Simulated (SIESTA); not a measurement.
The system is Cu.

```
Cu
1.0
     0.00000    1.80750    1.80750
     1.80750    0.00000    1.80750
     1.80750    1.80750    0.00000
Cu
1
Direct
  0.00000 0.00000 0.00000
```

Base run:

```yaml
Program: SIESTA 5.4.2
Functional: revPBE
Potentials_or_basis: PseudoDojo 0.4 standard (PBE files)
Basis: DZP (energy shift 0.002 Ry)
Grid_cutoff: 800 Ry
Energy_shift: 0.002 Ry
k_mesh: 13 × 13 × 13
Occupations: fermi-dirac, width 0.05 eV
Spin: no spin polarisation
```

Its results: band gap on the k mesh none (metal or under the smearing width); pressure 5.0 GPa.

Problem. After a change of settings the same cell gave: band gap on the k mesh none (metal or under the smearing width); pressure 0.8 GPa. Which change was it?
A. functional from revPBE to PBE; basis from DZP (energy shift 0.002 Ry) to TZP (energy shift 0.002 Ry)
B. functional from revPBE to vdW-DF2
C. functional from revPBE to VV10
D. functional from revPBE to PBE-libxc

Solution. D.

Caveats: semicore shells carry a single zeta, which can move pressures by several GPa and volumes by a few percent; the basis of atomic orbitals isn't converged, which shifts pressures, moduli and gaps; the potentials were made for another functional, which shifts forces and pressure (some runs).
